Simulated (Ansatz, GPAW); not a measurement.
Given: the input of a run of Ansatz 0.2.0 on Zr (Zirconium). 

File input.yaml:

```yaml
crystal:
  lattice:
    - [3.232, 0.0, 0.0]
    - [-1.616, 2.798994105, 0.0]
    - [0.0, 0.0, 5.147]
  atoms:
    - { symbol: Zr, position: [0.6666666667, 0.3333333333, 0.75] }
    - { symbol: Zr, position: [0.3333333333, 0.6666666667, 0.25] }
kpoints:
  mp_grid: { grid: [9, 9, 5] }
scf:
  occupations: { method: gaussian, width: 0.027 }
hamiltonian:
  xc: pbe
  pseudopotentials: { kind: all_electron, lapw: { basis_error: 0.001 } }
output:
  forces: true
  stress: true
  eigenvalues: true
```

Potentials or basis: all-electron LAPW, scalar-relativistic.

Command:

```bash
$ ansatz run input.yaml --threads 1 --pin off --max-ram 3072MiB --backend cpu --events-out ev --progress --plain --runs-dir out
```

Problem. Translate it to GPAW 26.7.0 (ASE script). Potentials or basis there: GPAW PAW data sets (gpaw-data 1.2.1), cutoff 600 eV.

Solution. As run (cutoffs and basis follow the program's own potentials, and thresholds, step limits or extra output files can differ):

run.py

```python
from ase.dft.bandgap import bandgap
from ase.io import read, write
from ase.units import GPa
from gpaw import GPAW, PW

atoms = read('POSCAR')

calc = GPAW(mode=PW(600),
            xc='PBE',
            kpts={'size': (9, 9, 5), 'gamma': True},
            occupations={'name': 'methfessel-paxton', 'order': 0, 'width': 0.027000000000000003},
            nbands=24,
            convergence={'density': 1e-05, 'energy': 1e-05},
            maxiter=150,
            txt='gpaw.txt')
atoms.calc = calc
energy = atoms.get_potential_energy()
forces = atoms.get_forces()
stress = atoms.get_stress()
calc.write('gs.gpw')
write('result.traj', atoms)
print(f'Energy: {energy:.6f} eV')
print('Forces (eV/A):')
print(forces.round(4))
print('Stress (GPa):', (stress / GPa).round(3))
print('Fermi level:', round(calc.get_fermi_level(), 4), 'eV')
print(f'Gap: {bandgap(calc)[0]:.4f} eV, direct: {bandgap(calc, direct=True)[0]:.4f} eV')
```

Contents of POSCAR:

```
Zr
1.0
    3.2320000000      0.0000000000      0.0000000000
   -1.6160000000      2.7989941050      0.0000000000
    0.0000000000      0.0000000000      5.1470000000
Zr
2
Direct
    0.6666666667      0.3333333333      0.7500000000
    0.3333333333      0.6666666667      0.2500000000
```

Potentials or basis: GPAW PAW data sets (gpaw-data 1.2.1), pw.

The run is started by

```bash
$ OMP_NUM_THREADS=1 python run.py
```

Both were run:

|  | Ansatz | GPAW |
| --- | --- | --- |
| Pressure | 0.6 GPa | 0.2 GPa |

Where Ansatz's input types no cutoff or centring, it takes its own default and a Γ-centred mesh.

Pressure is positive in compression.
